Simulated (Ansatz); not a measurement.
SnO$_{2}$ (Pnnm), random displacements

Level of theory: DFT r2SCAN, scalar-relativistic, plane waves, PAW in Ansatz 0.2.0. Cutoff 500 eV, Γ-centred 6×6×8 k-points, Gaussian smearing of 0.05 eV. No spin polarisation. Energies are free energies at this smearing, counted from the undisturbed cell; pressure is positive in compression.

The undisturbed cell (as given, not relaxed at this level):

```
Sn O
1.0
     4.78800    0.00000    0.00000
     0.00000    4.86658    0.00000
     0.00000    0.00000    3.24090
Sn O
2 4
Direct
  0.50000 0.50000 0.50000
  0.00000 0.00000 0.00000
  0.29185 0.32104 0.00000
  0.79185 0.17896 0.50000
  0.20814 0.82104 0.50000
  0.70815 0.67896 0.00000
```

The atoms are displaced (Å, in the unstrained cell):

| atom | ux | uy | uz |
| --- | --- | --- | --- |
| Sn1 | 0.006 | 0.148 | 0.157 |
| Sn2 | -0.064 | -0.445 | 0.035 |
| O3 | 0.149 | 0.013 | -0.106 |
| O4 | 0.031 | 0.005 | 0.033 |
| O5 | -0.213 | 0.035 | 0.090 |
| O6 | 0.091 | 0.243 | -0.209 |

Strain (Voigt, engineering shear): (0.0020, 0.0008, 0.0066, 0.0374, 0.0063, 0.0041).

Task: What are the energy change, the stress and the forces?

Result: ΔE = 1254.6 meV/atom; stress (xx, yy, zz, yz, xz, xy; compression positive) (62.70, 16.31, 18.69, 2.22, 3.28, 44.13) GPa; gap on the mesh 0.06 eV.
| atom | Fx (eV/Å) | Fy | Fz |
| --- | --- | --- | --- |
| Sn1 | 0.59 | -3.72 | -4.05 |
| Sn2 | 16.16 | 20.82 | 6.03 |
| O3 | -1.28 | 0.07 | 3.33 |
| O4 | -0.06 | 0.68 | -0.56 |
| O5 | 5.45 | -2.97 | -2.75 |
| O6 | -20.85 | -14.89 | -1.99 |

Cost: 1 run of about 0.57 core-minutes, on Intel Xeon 6975P-C (Granite Rapids) (shared hosts).